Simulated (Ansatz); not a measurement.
# Zr: the cost of one run

Program: Ansatz 0.2.0. Level of theory: DFT, scalar-relativistic, functionals as named in each step. These are calculated values, not measurements.

2 further runs of the same task are left out: 2 that didn't finish. Runs told in other sessions of the task aren't counted.

### Step 1. The structure to begin with

The structure is hexagonal, space group P6_3/mmc (No. 194). The conventional cell has a = 3.232 Å, b = 3.232 Å, c = 5.147 Å, α = 90.00°, β = 90.00°, γ = 120.00°. Around Zr (site symmetry -6m2) lie 12 Zr at 3.18 to 3.23 Å.

As a file:

```xyz
2
Lattice="3.2320 0.0000 0.0000 -1.6160 2.7990 0.0000 0.0000 0.0000 5.1470" Properties=species:S:1:pos:R:3 pbc="T T T"
Zr    0.0000    1.8660    1.2868
Zr    1.6160    0.9330    3.8603
```

Atoms are numbered in the order of the input: Zr1, Zr2.

### Step 2. LDA, LAPW

File input.yaml:

```yaml
crystal:
  lattice:
    - [3.2319982225, 0.0, 0.0]
    - [-1.6159991112, 2.7989925656, 0.0]
    - [0.0, 0.0, 5.147]
  atoms:
    - { symbol: Zr, position: [0.3333333333, 0.6666666667, 0.25] }
    - { symbol: Zr, position: [0.6666666667, 0.3333333333, 0.75] }
kpoints:
  mp_grid: { grid: [13, 13, 7] }
  band_path:
    path:
      - [0.0, 0.0, 0.0]
      - [0.5, 0.0, 0.0]
      - [0.3333333333, 0.3333333333, 0.0]
      - [0.0, 0.0, 0.0]
      - [0.0, 0.0, 0.5]
      - [0.5, 0.0, 0.5]
      - [0.3333333333, 0.3333333333, 0.5]
      - [0.0, 0.0, 0.5]
      - [0.5, 0.0, 0.5]
    npoints: 5
scf:
  occupations: { method: fermi_dirac, width: 0.03 }
hamiltonian:
  xc: lda
  pseudopotentials: { kind: all_electron, lapw: { basis_error: 0.00025 } }
output:
  forces: true
  stress: true
  eigenvalues: true
```

Started as:

```console
$ ansatz run input.yaml --threads 1 --pin off --max-ram 2048MiB --backend cpu --events-out ev --progress --plain --runs-dir out
```

What time and memory should one allow on 1 thread of Arm Neoverse V1, shared host?

About 29 s, with a peak of 0.41 GiB.
